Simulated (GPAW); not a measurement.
# SnSe in GPAW: single point with PBE

Aim: the single point of SnSe with PBE.

All numbers are computed with GPAW 26.7.0; they aren't measurements. Logs are shortened: lines on timing, memory, paths and dates and some standing lists are left out, and cuts for length are marked. The log counts tension as positive stress, the text compression.

## (1) Starting point

The cell holds a slab with vacuum, 4 atoms: a = 4.285 Å, b = 4.285 Å, c = 10.991 Å, α = 90.00°, β = 90.00°, γ = 90.00°.

## (2) Single point, PBE

Contents of SnSe.cif:

```cif
data_SnSe
_cell_length_a 4.28532742
_cell_length_b 4.28532742
_cell_length_c 10.99069213
_cell_angle_alpha 90.00000000
_cell_angle_beta 90.00000000
_cell_angle_gamma 90.00000000
_space_group_name_H-M_alt 'P1'
_space_group_name_Hall 'P 1'
_space_group_IT_number 1
loop_
_space_group_symop_operation_xyz
'x,y,z'
loop_
_atom_site_label
_atom_site_type_symbol
_atom_site_symmetry_multiplicity
_atom_site_Wyckoff_symbol
_atom_site_fract_x
_atom_site_fract_y
_atom_site_fract_z
_atom_site_occupancy
Sn1 Sn 1 a 0.0000000000 0.5000000000 0.6277708900 1
Sn2 Sn 1 a 0.5000000000 0.0000000000 0.3722291100 1
Se1 Se 1 a 0.0000000000 0.5000000000 0.3839605100 1
Se2 Se 1 a 0.5000000000 0.0000000000 0.6160394900 1
```

Potentials or basis: GPAW PAW data sets (gpaw-data 1.2.1), pw.

Run with:

```console
$ OMP_NUM_THREADS=1 gpaw run SnSe.cif -p 'mode=PW(600),xc=PBE,kpts={size:(6,6,3),gamma:True},occupations={name:fermi-dirac,width:0.05},nbands=33,convergence={density:1e-05,energy:1e-05},maxiter=150,txt=gpaw.txt' --properties efs -w gs.gpw
```

The log of the run:

```text
__  _  _
 | _ |_)|_||  |
 |__||  | ||/\| - 26.7.0

Input parameters:
  mode=PW(ecut=600.0),
  convergence={'density': 1e-05, 'energy': 1e-05},
  kpts=MonkhorstPack(size=[6, 6, 3], gamma=True),
  maxiter=150,
  nbands=33,
  occupations=Occupations(name='fermi-dirac', width=0.05),
  xc=XC(name='PBE')

Diagonalizing LCAO Hamiltonian
Converting LCAO to pw mode
    .----------.
   /|          |
  / |          |
 *  |          |
 |  |          |
 |  |          |
 |  |          |
 |Sn|          |
 |  | Se       |
 |  |          |
 |Se|          |
 |  |          |
 |  | Sn       |
 |  |          |
 |  .----------.
 | /          /
 |/          /
 *----------*

Atoms  # Å, Bohr magnetons
|   | symbol |        x |        y |        z |    initial magnetic moments |
|---|--------|----------|----------|----------|-----------------------------|
| 0 |     Sn | 0.000000 | 2.142664 | 6.899637 | ( 0.0000,  0.0000,  0.0000) |
| 1 |     Sn | 2.142664 | 0.000000 | 4.091056 | ( 0.0000,  0.0000,  0.0000) |
| 2 |     Se | 0.000000 | 2.142664 | 4.219992 | ( 0.0000,  0.0000,  0.0000) |
| 3 |     Se | 2.142664 | 0.000000 | 6.770700 | ( 0.0000,  0.0000,  0.0000) |

Unit cell  # Å
| periodic |        x |        y |         z |   lengths |    angles |
|----------|----------|----------|-----------|-----------|-----------|
|      yes | 4.285327 | 0.000000 |  0.000000 |  4.285327 | 90.000000 |
|      yes | 0.000000 | 4.285327 |  0.000000 |  4.285327 | 90.000000 |
|      yes | 0.000000 | 0.000000 | 10.990692 | 10.990692 | 90.000000 |

Number of symmetries: 8
Symmetry operations  # r_c * U_cc + t_c -> r_c
|   | kind |            matrix            |
|---|------|------------------------------|
| 0 |  E   |  1, 0, 0,  0, 1, 0,  0, 0, 1 |
| 1 |  σ   |  1, 0, 0,  0,-1, 0,  0, 0, 1 |
| 2 |  C2  |  0, 1, 0,  1, 0, 0,  0, 0,-1 |
| 3 |  S4  |  0, 1, 0, -1, 0, 0,  0, 0,-1 |
| 4 |  S4  |  0,-1, 0,  1, 0, 0,  0, 0,-1 |
| 5 |  C2  |  0,-1, 0, -1, 0, 0,  0, 0,-1 |
| 6 |  σ   | -1, 0, 0,  0, 1, 0,  0, 0, 1 |
| 7 |  C2  | -1, 0, 0,  0,-1, 0,  0, 0, 1 |

BZ-sampling:
  Number of BZ points: 108
  Number of IBZ points: 20

  Monkhorst-Pack size: [6, 6, 3]
  Monkhorst-Pack shift: [0.08333333333333333, 0.08333333333333333, 0.0]

K-points  # in reciprocal-cell coordinates
|     |                                coordinates |     weight |
|-----|--------------------------------------------|------------|
|   0 | (  0.00000000,   0.00000000,   0.00000000) | 0.00925926 |
|   1 | (  0.00000000,   0.00000000,   0.33333333) | 0.01851852 |
|   2 | (  0.16666667,   0.00000000,   0.00000000) | 0.03703704 |
|   3 | (  0.16666667,   0.00000000,   0.33333333) | 0.07407407 |
|   4 | (  0.16666667,   0.16666667,   0.00000000) | 0.03703704 |
|   5 | (  0.16666667,   0.16666667,   0.33333333) | 0.07407407 |
|   6 | (  0.33333333,   0.00000000,   0.00000000) | 0.03703704 |
|   7 | (  0.33333333,   0.00000000,   0.33333333) | 0.07407407 |
|   8 | (  0.33333333,   0.16666667,   0.00000000) | 0.07407407 |
|   9 | (  0.33333333,   0.16666667,   0.33333333) | 0.14814815 |
| ... |                                            |            |
|  19 | (  0.50000000,   0.50000000,   0.33333333) | 0.01851852 |

Plane wave coefficients: 6767
Cutoff: 600.0 eV

Spin-components: 1 (collinear spins)
Bands:           33
Projectors:      22
Spin-degeneracy: 2
Datatype:        complex128

Density:
  Valence electrons: 40.0
  Components: 1
  Grid points: [25 25 63]
  Charge: 0.0  # |e|

Potential:
  Grid points: [25 25 63]

species:
  Sn:
    name:    Tin
    Z:       50.0
    valence: 14
    core:    36
    charge:  0.0  # [|e|]
    compensation charges:
      type: gauss
      rc: 0.38  # [Å]
      lmax: 2
    cutoffs:
      filter: 2.23  # [Å]
      core: 2.35  # [Å]
    projectors
    | kind |    occ | energy [eV] | rcut [Å] |
    |------|--------|-------------|----------|
    |   5s |  2.000 |     -10.538 |    1.201 |
    |   5p |  2.000 |      -3.696 |    1.270 |
    |   4d | 10.000 |     -25.845 |    1.185 |
    |    s |        |      16.674 |    1.201 |
    |    p |        |      23.515 |    1.270 |
    |    d |        |       1.367 |    1.185 |

    Using partial waves for Sn as LCAO basis

  Se:
    name:    Selenium
    Z:       34.0
    valence: 6
    core:    28
    charge:  0.0  # [|e|]
    compensation charges:
      type: gauss
      rc: 0.27  # [Å]
      lmax: 2
    cutoffs:
      filter: 1.77  # [Å]
      core: 2.67  # [Å]
    projectors
    | kind |    occ | energy [eV] | rcut [Å] |
    |------|--------|-------------|----------|
    |   4s |  2.000 |     -17.277 |    0.847 |
    |   4p |  4.000 |      -6.512 |    1.005 |
    |    s |        |       9.935 |    0.847 |
    |    p |        |      20.699 |    1.005 |
    |    d |        |       0.000 |    0.847 |

    Using partial waves for Se as LCAO basis

Reference energy: -468228.450875  # eV

eigensolver:
  PPCG
  Converge bands: occupied
  niter=2

density mixing:
  MSR1-Mixer
  Pratt-step length: 0.05
  Maximum mixing coefficient: 0.75
  Old densities: 10
  SVD Regularization: 0.005
  Good broyden scale: 1.0
  Trust region scale: 1.0
  Backstep threshold: 4.0
  History deletion threshold: 6.0
  Fourier metric: weight=20.0, sigma=0.015

occupation numbers:
  Fermi-Dirac:
    width: 0.0500  # eV

poisson solver:
  ecut: 4800.0  # eV

xc functional:
  name: PBE with 2 nearest neighbor stencil

convergence criteria:
- Maximum integral of absolute [dens]ity change: 1e-05 electrons / valence electron
- Maximum [total energy] change in last 3 cyles: 1e-05 eV / valence electron
- Maximum integral of absolute [eigenst]ate change: 4e-08 eV^2 / valence electron
maximum number of iterations: 150

SCF iterations
|iter     | |      energy | eigst |  dens |
|---------|-|-------------|-------|-------|
|iter:   1| |  -17.015770 | -0.07 |       |
|iter:   2| |  -16.935758 | -2.00 | -1.26 |
|iter:   3| |  -16.640290 | -2.01 | -1.31 |
|iter:   4| |  -16.639433 | -2.74 | -1.82 |
|iter:   5| |  -16.636220 | -3.46 | -2.24 |
|iter:   6| |  -16.636432 | -4.36 | -2.55 |
|iter:   7| |  -16.636464c| -5.48 | -3.33 |
|iter:   8| |  -16.636467c| -6.41 | -3.88 |
|iter:   9| |  -16.636467c| -7.30 | -4.66 |
|iter:  10| |  -16.636467c| -7.78c| -5.29c|

Converged in 10 steps
Energy contributions relative to reference atoms: (reference = -468228.450875)

Energy contributions:
  Kinetic:          26.278285
  Coulomb:         -27.125718
  Zero:             -0.058480
  External:          0.000000
  Xc:              -15.730555
  Entropy:          -0.000000
  Spinorbit:         0.000000
  ----------------------------
  Free energy:     -16.636468
  Extrapolated:    -16.636467

dipole moment: (-30.300108, -30.300108, 0.000094)  # |e|*Ang

Fermi level: 1.620
Eigenvalues  # (at kpt = [0.000, 0.000, 0.000])
| band index |      eig [eV] | occ [0-2] |
|------------|---------------|-----------|
|          0 |       -20.192 |     2.000 |
|        ... |               |           |
|         12 |        -5.289 |     2.000 |
|         13 |        -4.001 |     2.000 |
|         14 |        -2.476 |     2.000 |
|         15 |        -2.100 |     2.000 |
|         16 |        -2.100 |     2.000 |
|         17 |        -0.773 |     2.000 |
|         18 |        -0.773 |     2.000 |
|         19 |         0.641 |     2.000 |
|         20 |         2.558 |     0.000 |
|         21 |         4.498 |     0.000 |
|         22 |         4.727 |     0.000 |
|         23 |         5.339 |     0.000 |
|         24 |         5.339 |     0.000 |
|         25 |         6.275 |     0.000 |
|         26 |         6.647 |     0.000 |
|         27 |         6.647 |     0.000 |
|        ... |               |           |
|         32 |         9.614 |     0.000 |

Gap: 1.514 eV
Transition (v -> c):
  (s=0, k=7, n=19, [0.33, 0.00, 0.33]) -> (s=0, k=7, n=20, [0.33, 0.00, 0.33])
No difference between direct/indirect transitions

Forces  # eV/Ang
|       x |       y |        z |
|---------|---------|----------|
| 0.00000 | 0.00000 |  0.12542 |  # Sn   0
| 0.00000 | 0.00000 | -0.12542 |  # Sn   1
| 0.00000 | 0.00000 | -0.23859 |  # Se   2
| 0.00000 | 0.00000 |  0.23859 |  # Se   3

Stress tensor  # eV/Ang^3
|         x |         y |         z |
|-----------|-----------|-----------|
| -0.002701 |  0.000000 |  0.000000 |
|  0.000000 | -0.002701 |  0.000000 |
|  0.000000 |  0.000000 | -0.004693 |

# Writing to gs.gpw (mode='')
```

It took 58 s on 1 thread of Arm Neoverse V2, shared host; peak memory 0.3 GiB.

What came out:

| Item | Value |
| --- | --- |
| Free energy | -16.6365 eV |
| Largest force | 0.239 eV/Å |
| Band gap on the k mesh | 1.51 eV, direct |

Forces in eV/Å, atoms in the order of the input:
```
Sn   0.000  0.000  0.125
Sn   0.000  0.000 -0.125
Se   0.000  0.000 -0.239
Se   0.000  0.000  0.239
```

Caveat: spin-orbit coupling is left out, which moves the levels of the heavy elements.
